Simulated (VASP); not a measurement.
# Cs (C2/m) in VASP: further runs

One crystal, Cs, is run at these levels: PBEsol; tasks: single point.

Everything below comes from runs of VASP 6.6.1. Logs are shortened: lines on timing, memory, paths and dates and some standing lists are left out, and cuts for length are marked.

## Step 1: The crystal as given

Symmetry: C2/m, No. 12, monoclinic system. Conventional cell: a = 6.038 Å, b = 8.676 Å, c = 5.110 Å, α = 90.00°, β = 120.26°, γ = 90.00°.

This isn't the form of Cs at room conditions, which is bcc.

## Step 2: Single point, PBEsol

Contents of INCAR:

```
ADDGRID = False
ALGO = Normal
EDIFF = 1E-6
ENCUT = 400
GGA = PS
ISIF = 2
ISMEAR = 1
LASPH = True
LCHARG = False
LREAL = False
LWAVE = False
NELM = 100
PREC = Accurate
SIGMA = 0.4
```

Contents of KPOINTS:

```
k-points
0
Gamma
  13 13 13
```

Contents of POSCAR:

```
Cs
1.0
    3.0190110000     -4.3381320000      0.0000000000
    3.0190110000      4.3381320000      0.0000000000
   -2.5749360000      0.0000000000      4.4138870000
Cs
1
Direct
    0.0000000000      0.0000000000      0.5000000000
```

Potentials or basis: VASP PAW PBE potentials, release 64 (Cs_sv).

Started as:

```
$ cat potpaw_PBE.64/Cs_sv/POTCAR > POTCAR
$ mpirun -np 1 vasp_std > vasp.out
```

OUTCAR:

```text
EDIFF = 1E-6
   ENCUT = 400
   GGA = PS
   ISIF = 2
   ISMEAR = 1
   LASPH = True
   LREAL = False
   NELM = 100
   PREC = Accurate

 Found    595 irreducible k-points:

 Following reciprocal coordinates:
            Coordinates               Weight
  0.000000  0.000000  0.000000      1.000000
  0.076923  0.000000 -0.000000      4.000000
  0.153846  0.000000 -0.000000      4.000000
  0.230769  0.000000 -0.000000      4.000000
  0.307692  0.000000 -0.000000      4.000000
  0.384615 -0.000000 -0.000000      4.000000
   k-points           NKPTS =    595   k-points in BZ     NKDIM =    595   number of bands    NBANDS=      8
   number of dos      NEDOS =    301   number of ions     NIONS =      1
   total plane-waves  NPLWV =  46656
   dimension x,y,z NGX =    36 NGY =   36 NGZ =   36
   dimension x,y,z NGXF=    72 NGYF=   72 NGZF=   72
   ions per type =               1
   NGX,Y,Z   is equivalent  to a cutoff of  11.32, 11.32, 11.71 a.u.
   NGXF,Y,Z  is equivalent  to a cutoff of  22.65, 22.65, 23.42 a.u.
 SYSTEM =  unknown system
   PREC   = accura    normal or accurate (medium, high low for compatibility)
   ISTART =      0    job   : 0-new  1-cont  2-samecut
   ICHARG =      2    charge: 1-file 2-atom 10-const
   ISPIN  =      1    spin polarized calculation?
   LNONCOLLINEAR =      F non collinear calculations
   LSORBIT =      F    spin-orbit coupling
   LASPH  =      T    aspherical Exc in radial PAW
   ENCUT  =  400.0 eV  29.40 Ry    5.42 a.u.   8.62  8.62  8.33*2*pi/ulx,y,z
   NELM   =    100;   NELMIN=  2; NELMDL= -5     # of ELM steps
   EDIFF  = 0.1E-05   stopping-criterion for ELM
   LREAL  =      F    real-space projection
   EDIFFG = 0.1E-04   stopping-criterion for IOM
   NSW    =      0    number of steps for IOM
   IBRION =     -1    ionic relax: 0-MD 1-quasi-New 2-CG
   NFREE  =      0    steps in history (QN), initial steepest desc. (CG)
   ISIF   =      2    stress and relaxation
   ISYM   =      2    0-nonsym 1-usesym 2-fastsym
   POTIM  = 0.5000    time-step for ionic-motion
   TEBEG  =    0.0;   TEEND  =   0.0 temperature during run
   PSTRESS=    0.0 pullay stress
   NELECT =       9.0000    total number of electrons
   NUPDOWN=      -1.0000    fix difference up-down
   EMIN   =  10.00;   EMAX   =-10.00  energy-range for DOS
   EFERMI =   0.00;   METHOD = LEGACY
   ISMEAR =     1;   SIGMA  =   0.40  broadening in eV -4-tet -1-fermi 0-gaus
   EFERMI_NEDOS =   21; number of points for ismear=-14 and -15
   IALGO  =     38    algorithm
   IMIX   =      4    mixing-type and parameters
     AMIX     =   0.40;   BMIX     =  1.00
     AMIX_MAG =   1.60;   BMIX_MAG =  1.00
  volume/ion in A,a.u.               =     115.62       780.22
  Fermi-wavevector in a.u.,A,eV,Ry     =   0.699009  1.320936  6.647992  0.488614
  Thomas-Fermi vector in A             =   1.782770
   LORBIT       =      0    0 simple, 1 ext, 2 COOP (PROOUT), +10 PAW based schemes
   GGA     = PS    functional components
   LHFCALC =     F    Hartree Fock is set to
   AEXX    =    0.0000 exact exchange contribution
   IVDW    =     0    specifies the selected vdW correction
   LEPSILON=     F    determine dielectric tensor
   LRPA    =     F    only Hartree local field effects (RPA)
 non-spin polarized calculation
 Methfessel and Paxton  Order N= 1 SIGMA  =   0.40
  energy-cutoff  :      400.00
  volume of cell :      115.62
 maximum number of plane-waves:      2123
   NGX = 17   NGY = 17   NGZ = 17

 number of electron       8.9999999 magnetization

 Free energy of the ion-electron system (eV)
  ---------------------------------------------------
  ext. energy  EPLUGINS =         0.00000000
  ---------------------------------------------------
  free energy    TOTEN  =        -0.93633150 eV

  energy without entropy =       -0.93319865  energy(sigma->0) =       -0.93528722

 E-fermi :   0.3623     XC(G=0):  -5.4622

 val. band max:        0.3600602365   @ k =  -0.1538   0.0769   0.4615
 cond. band min:       0.3642910731   @ k =   0.1538   0.0769   0.3077
 fundamental gap:      0.0042308366
 Fermi energy:         0.3622703406

 k-point     1 :       0.0000    0.0000    0.0000
  band No.  band energies     occupation
      1     -23.4954      2.00000
      2     -10.2237      2.00000
      3     -10.2147      2.00000
      4     -10.2056      2.00000
      5      -1.3155      2.00000
      6       2.6114     -0.00000
      7       2.7691     -0.00000
      8       3.0695     -0.00000

 k-point     2 :       0.0769    0.0000   -0.0000
  band No.  band energies     occupation
      1     -23.4951      2.00000
      2     -10.2292      2.00000
      3     -10.2179      2.00000
      4     -10.2062      2.00000
      5      -1.2541      2.00000
      6       2.5660     -0.00000
      7       2.6983     -0.00000
      8       3.0851     -0.00000

 k-point     3 :       0.1538    0.0000   -0.0000
  band No.  band energies     occupation
      1     -23.4943      2.00000
      2     -10.2477      2.00000
      3     -10.2237      2.00000
      4     -10.2072      2.00000
      5      -1.0750      2.00000
      6       2.4144     -0.00000
      7       2.4694     -0.00000
      8       3.2182     -0.00000

 k-point     4 :       0.2308    0.0000   -0.0000
  band No.  band energies     occupation
      1     -23.4931      2.00000
      2     -10.2754      2.00000
      3     -10.2306      2.00000
      4     -10.2082      2.00000
      5      -0.7930      2.00034
      6       2.0774     -0.00000
      7       2.2920     -0.00000
      8       3.4861     -0.00000

 k-point     5 :       0.3077    0.0000   -0.0000
  band No.  band energies     occupation
      1     -23.4919      2.00000
      2     -10.3046      2.00000
      3     -10.2376      2.00000
      4     -10.2090      2.00000
      5      -0.4351      2.01634
      6       1.7252     -0.00002
      7       2.1390     -0.00000
      8       3.8641     -0.00000

 k-point     6 :       0.3846   -0.0000   -0.0000
  band No.  band energies     occupation
      1     -23.4908      2.00000
      2     -10.3285      2.00000
      3     -10.2434      2.00000
      4     -10.2097      2.00000
      5      -0.0477      2.05506
      6       1.4056     -0.00141
      7       2.0243     -0.00000
      8       3.8534     -0.00000

 [... further k-points ...]
[... 5 lines left out ...]
  --------------------------------------------------------------------------------------
  -------------------------------------------------------------------------------------
  Total       -0.0965679     -0.0769534     -0.0865722      0.0000000      0.0000000     -0.0968167
  in kB       -1.3382108     -1.0663997     -1.1996942      0.0000000      0.0000000     -1.3416588
  external PRESSURE =      -1.2014349 kB  Pullay stress =       0.0000000 kB

 VOLUME and BASIS-vectors are now :
 -----------------------------------------------------------------------------
  energy-cutoff  :      400.00
  volume of cell :      115.62
      direct lattice vectors                 reciprocal lattice vectors
     3.019011000 -4.338132000  0.000000000     0.165617151 -0.115256982  0.096616330
     3.019011000  4.338132000  0.000000000     0.165617151  0.115256982  0.096616330
    -2.574936000  0.000000000  4.413887000     0.000000000  0.000000000  0.226557680

 POSITION                                       TOTAL-FORCE (eV/Angst)
 -----------------------------------------------------------------------------------
     -1.28747      0.00000      2.20694         0.000000      0.000000      0.000000
 -----------------------------------------------------------------------------------
    total drift:                                0.000000     -0.000000      0.000000

  FREE ENERGIE OF THE ION-ELECTRON SYSTEM (eV)
  ---------------------------------------------------
  free  energy   TOTEN  =        -0.9363314988 eV

  energy  without entropy=       -0.9331986522  energy(sigma->0) =       -0.93528722
```

stdout:

```text
POSCAR found type information on POSCAR Cs
 POSCAR found :  1 types and       1 ions
 scaLAPACK will be used
 -----------------------------------------------------------------------------
|                                                                             |
|                                                                             |
|     You enforced a specific xc type in the INCAR file but a different       |
|     I HOPE YOU KNOW WHAT YOU ARE DOING!                                     |
|                                                                             |
 -----------------------------------------------------------------------------

 LDA part: xc-table for (Slater+PW92), standard interpolation
 POSCAR, INCAR and KPOINTS ok, starting setup
 FFT: planning ... GRIDC
 FFT: planning ... GRID_SOFT
 FFT: planning ... GRID
 WAVECAR not read
 entering main loop
```

Run time: 3.1 min. Hardware: 1 thread of Intel Xeon Platinum 8488C (Sapphire Rapids), shared host; peak memory 0.48 GiB.

The run converged, but some of its settings lie outside the range that counts as converged, so its numbers aren't taken as properties of the crystal.

Results:

```
Free energy            : -0.9363 eV
Pressure               : -0.1 GPa
Band gap on the k mesh : none (metal or under the smearing width)
```

Caveat: the PAW data sets were made with another functional, which shifts forces and pressure a little.

## Step 3: Single point, PBEsol

INCAR is that of step 2.

KPOINTS is that of step 2.

Contents of POSCAR:

```
Cs
1.0
    3.0286440000     -4.4025590000     -0.0553060000
    2.9811710000      4.3695220000      0.0984760000
   -2.5313490000      0.0923220000      4.3694900000
Cs
1
Direct
   -0.0054440000      0.0010830000      0.4979030000
```

Potentials or basis: VASP PAW PBE potentials, release 64 (Cs_sv).

Started as:

```
$ cat potpaw_PBE.64/Cs_sv/POTCAR > POTCAR
$ mpirun -np 1 vasp_std > vasp.out
```

It took 5.5 min on 1 thread of Intel Xeon Platinum 8488C (Sapphire Rapids), shared host; peak memory 0.75 GiB.

These settings aren't checked as converged: the numbers below hold their error.

Results:

- Free energy: -0.9348 eV
- Pressure: -0.1 GPa
- Band gap on the k mesh: none (metal or under the smearing width)

Caveat: the PAW data sets were made with another functional, which shifts forces and pressure a little.

## Step 4: Single point, PBEsol

Changes to INCAR since step 3:

```diff
@@ -13,2 +13,2 @@
 PREC = Accurate
-SIGMA = 0.4
+SIGMA = 0.2
```

KPOINTS is that of step 3.

Contents of POSCAR:

```
Cs
1.0
    3.0190110000     -4.3381320000      0.0000000000
    3.0190110000      4.3381320000      0.0000000000
   -2.5749360000      0.0000000000      4.4138870000
Cs
1
Direct
    0.0000000000      0.0000000000      0.5000000000
```

Started as:

```
$ cat potpaw_PBE.64/Cs_sv/POTCAR > POTCAR
$ mpirun -np 1 vasp_std > vasp.out
```

Wall time 3 min (1 thread of Intel Xeon Platinum 8488C (Sapphire Rapids), shared host); peak memory 0.48 GiB.

These settings aren't checked as converged: the numbers below hold their error.

Results:

```
Free energy            : -0.9349 eV
Pressure               : -0.1 GPa
Band gap on the k mesh : none (metal or under the smearing width)
```

Caveat: the PAW data sets were made with another functional, which shifts forces and pressure a little.

## Step 5: Single point, PBEsol

INCAR is that of step 4.

KPOINTS is that of step 4.

Contents of POSCAR:

```
Cs
1.0
    3.0286440000     -4.4025590000     -0.0553060000
    2.9811710000      4.3695220000      0.0984760000
   -2.5313490000      0.0923220000      4.3694900000
Cs
1
Direct
   -0.0054440000      0.0010830000      0.4979030000
```

Potentials or basis: VASP PAW PBE potentials, release 64 (Cs_sv).

Started as:

```
$ cat potpaw_PBE.64/Cs_sv/POTCAR > POTCAR
$ mpirun -np 1 vasp_std > vasp.out
```

OUTCAR:

```text
EDIFF = 1E-6
   ENCUT = 400
   GGA = PS
   ISIF = 2
   ISMEAR = 1
   LASPH = True
   LREAL = False
   NELM = 100
   PREC = Accurate

 Found   1099 irreducible k-points:

 Following reciprocal coordinates:
            Coordinates               Weight
  0.000000  0.000000  0.000000      1.000000
  0.076923 -0.000000 -0.000000      2.000000
  0.153846 -0.000000  0.000000      2.000000
  0.230769 -0.000000 -0.000000      2.000000
  0.307692 -0.000000  0.000000      2.000000
  0.384615 -0.000000 -0.000000      2.000000
[... 142 lines left out ...]
------------------------ aborting loop because EDIFF is reached ----------------------------------------

  FORCE on cell =-STRESS in cart. coord.  units (eV):
  Direction    XX          YY          ZZ          XY          YZ          ZX
  --------------------------------------------------------------------------------------
  -------------------------------------------------------------------------------------
  Total       -0.0966617     -0.0983806     -0.0565352      0.0070920      0.0016930     -0.1078451
  in kB       -1.3395111     -1.3633316     -0.7834491      0.0982795      0.0234613     -1.4944877
  external PRESSURE =      -1.1620972 kB  Pullay stress =       0.0000000 kB

 VOLUME and BASIS-vectors are now :
 -----------------------------------------------------------------------------
  energy-cutoff  :      400.00
  volume of cell :      115.62
      direct lattice vectors                 reciprocal lattice vectors
     3.028644000 -4.402559000 -0.055306000     0.165058960 -0.114823640  0.098048647
     2.981171000  4.369522000  0.098476000     0.166342001  0.113250823  0.093973007
    -2.531349000  0.092322000  4.369490000    -0.001659677 -0.004005713  0.227982806

 POSITION                                       TOTAL-FORCE (eV/Angst)
 -----------------------------------------------------------------------------------
      1.75502     -4.32789      2.12068         0.000000     -0.000000      0.000000
 -----------------------------------------------------------------------------------
    total drift:                               -0.000009     -0.000001     -0.000001

  FREE ENERGIE OF THE ION-ELECTRON SYSTEM (eV)
  ---------------------------------------------------
  free  energy   TOTEN  =        -0.9333724661 eV

  energy  without entropy=       -0.9328701745  energy(sigma->0) =       -0.93320504
```

stdout:

```text
POSCAR found type information on POSCAR Cs
 POSCAR found :  1 types and       1 ions
 scaLAPACK will be used
 -----------------------------------------------------------------------------
|                                                                             |
|                                                                             |
|     You enforced a specific xc type in the INCAR file but a different       |
|     I HOPE YOU KNOW WHAT YOU ARE DOING!                                     |
|                                                                             |
 -----------------------------------------------------------------------------

 LDA part: xc-table for (Slater+PW92), standard interpolation
 POSCAR, INCAR and KPOINTS ok, starting setup
 FFT: planning ... GRIDC
 FFT: planning ... GRID_SOFT
 FFT: planning ... GRID
 WAVECAR not read
 entering main loop
```

It took 5.4 min on 1 thread of Intel Xeon Platinum 8488C (Sapphire Rapids), shared host; peak memory 0.75 GiB.

The run converged, but some of its settings lie outside the range that counts as converged, so its numbers aren't taken as properties of the crystal.

What came out:

- Free energy: -0.9334 eV
- Pressure: -0.1 GPa
- Band gap on the k mesh: none (metal or under the smearing width)

Caveat: the PAW data sets were made with another functional, which shifts forces and pressure a little.
